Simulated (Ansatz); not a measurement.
TiC: hydrostatic pressure series

Computed with DFT r2SCAN, scalar-relativistic, plane waves, PAW (Ansatz 0.2.0). Settings: 500 eV cutoff, 16×16×16 k-mesh, Gaussian smearing of 0.10 eV, no spin polarisation.

The relaxed crystal:

```xyz
2
Lattice="0.0000 2.1639 2.1639 2.1639 0.0000 2.1639 2.1639 2.1639 0.0000" Properties=species:S:1:pos:R:3 pbc="T T T"
Ti    0.0000    0.0000    0.0000
C     2.1639    2.1639    2.1639
```

Cell and atoms are relaxed at each pressure within the symmetry of the start, at zero temperature, so transitions that lower the symmetry aren't seen. The k-mesh given is that at zero pressure and may differ at others. a, b and c are the lengths of the cell vectors above. ΔH is E + PV over the energy at zero pressure.

```csv
P (GPa),V (Å³/atom),V/V0,a (Å),b (Å),c (Å),ΔH (eV/atom)
-2,10.21,1.008,3.068,3.068,3.068,-0.127
0,10.13,1.000,3.060,3.060,3.060,0.000
2,10.06,0.992,3.053,3.053,3.053,0.126
5,9.95,0.982,3.041,3.041,3.041,0.313
10,9.78,0.965,3.024,3.024,3.024,0.621
20,9.48,0.935,2.993,2.993,2.993,1.222
40,8.98,0.887,2.940,2.940,2.940,2.373
```